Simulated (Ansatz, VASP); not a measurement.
Given: the input of a run of Ansatz 0.2.0 on MgB2.

File input.yaml:

```yaml
crystal:
  lattice:
    - [3.085, 0.0, 0.0]
    - [-1.5425, 2.6716883707, 0.0]
    - [0.0, 0.0, 3.523]
  atoms:
    - { symbol: Mg, position: [0.0, 0.0, 0.0] }
    - { symbol: B, position: [0.6666666667, 0.3333333333, 0.5] }
    - { symbol: B, position: [0.3333333333, 0.6666666667, 0.5] }
hamiltonian:
  xc: pbesol
  pseudopotentials: { kind: paw }
kpoints:
  mp_grid: { grid: [10, 10, 8] }
scf:
  occupations: { method: fermi_dirac, width: 0.05 }
output:
  forces: true
  stress: true
  eigenvalues: true
relax:
  f_tol: 0.01
  max_steps: 40
  cell: { stress_tol: 0.05 }
```

Potentials or basis: Ansatz PAW.

Launch:

```sh
$ ansatz run input.yaml --threads 2 --pin off --max-ram 5632MiB --backend cpu --events-out ev --progress --plain --runs-dir out
```

Task: Translate it to VASP 6.6.1. Potentials there: VASP PAW PBE potentials, release 64 (Mg, B).

Result: As run (the cutoff follows the program's own potentials):

File INCAR:

```
SYSTEM = MgB2
PREC = Accurate
ENCUT = 600
EDIFF = 1E-7
ISMEAR = -1
SIGMA = 0.05
LREAL = .False.
LASPH = .True.
NELM = 60
ALGO = Normal
ISIF = 3
LWAVE = .False.
LCHARG = .False.
GGA = PS
IBRION = 2
NSW = 60
EDIFFG = -0.01
```

File KPOINTS:

```
Automatic mesh
0
Gamma
  10 10 8
  0 0 0
```

The input POSCAR:

```
MgB2
1.0
    3.0850000000      0.0000000000      0.0000000000
   -1.5425000000      2.6716883707      0.0000000000
    0.0000000000      0.0000000000      3.5230000000
Mg B
1 2
Direct
    0.0000000000      0.0000000000      0.0000000000
    0.6666666667      0.3333333333      0.5000000000
    0.3333333333      0.6666666667      0.5000000000
```

Potentials or basis: VASP PAW PBE potentials, release 64 (Mg, B).

Launch:

```console
$ cat potpaw_PBE.64/Mg/POTCAR potpaw_PBE.64/B/POTCAR > POTCAR
$ mpirun -np 1 vasp_std > vasp.out
```

Both were run:

|  | VASP | Ansatz | Ansatz less VASP |
| --- | --- | --- | --- |
| gap on the k mesh at the Fermi level, each at its own relaxed structure (eV) | none | none | - |
| relaxed volume (Å³/atom) | 9.47 | 9.47 | +0.003 |
| relaxed cell length with the largest relative difference (Å) | 3.481 | 3.483 | +0.0026 |
| energy change over the relaxation (meV/atom) | -2 | -2 | +0.1 |

A gap of «none» marks a metal or a gap that the smearing closes. The two sets of potentials don't hold the same shells in valence.

Caveats: the PAW data sets were made with another functional, which shifts forces and pressure a little (VASP); the plane-wave basis is chosen anew once the cell has moved, so the energies of steps on either side of that aren't comparable (Ansatz); the PAW data sets come from PBE, with cores solved anew for the run's functional, which leaves a small shift of forces and pressure (Ansatz).
